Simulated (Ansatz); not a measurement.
Runs of Ansatz 0.2.0 on MgTe. Symmetry: F-43m, No. 216, cubic system. The conventional cell has a = 6.464 Å, b = 6.464 Å, c = 6.464 Å, α = 90.00°, β = 90.00°, γ = 90.00°. Te (site symmetry -43m) has 4 Mg at 2.80 Å as nearest neighbours. Mg (site symmetry -43m) has 4 Te at 2.80 Å as nearest neighbours. The cell comes from a database or a generator and needn't be the stable form of this composition.

| task | level | cell | smearing | gap on the mesh (eV) | pressure (GPa) | relaxed volume (Å³/atom) |
| --- | --- | --- | --- | --- | --- | --- |
| single point | PBE | as given | gaussian 0.025 eV | 2.42 | 0.7 | - |
| single point | PBE | as given | gaussian 0.027 eV | 2.42 | 0.7 | - |
| relaxation of cell and atoms | PBE+D3(BJ) | relaxed | fermi-dirac 0.05 eV | 2.53 | 0.0 | (a) |
| single point | PBE | as given | gaussian 0.028 eV | 2.42 | 0.7 | - |
| relaxation of cell and atoms | PBE+D4 | relaxed | fermi-dirac 0.05 eV | 2.51 | 0.0 | 33.10 |

Alike in all rows: potentials or basis Ansatz PAW; no spin polarisation; k mesh 7 × 7 × 7; cutoff (eV) 420.

Q: Estimate the missing entries.

A: (a) 32.95.

Caveats: odd divisions of the mesh miss points on the zone boundary, where band edges often lie, so the gap on the mesh can be too wide; spin-orbit coupling is left out, which moves the levels of the heavy elements; the plane-wave basis is chosen anew once the cell has moved, so the energies of steps on either side of that aren't comparable (some runs).

A k mesh can miss the band edges, and the runs leave out spin-orbit coupling on Te.
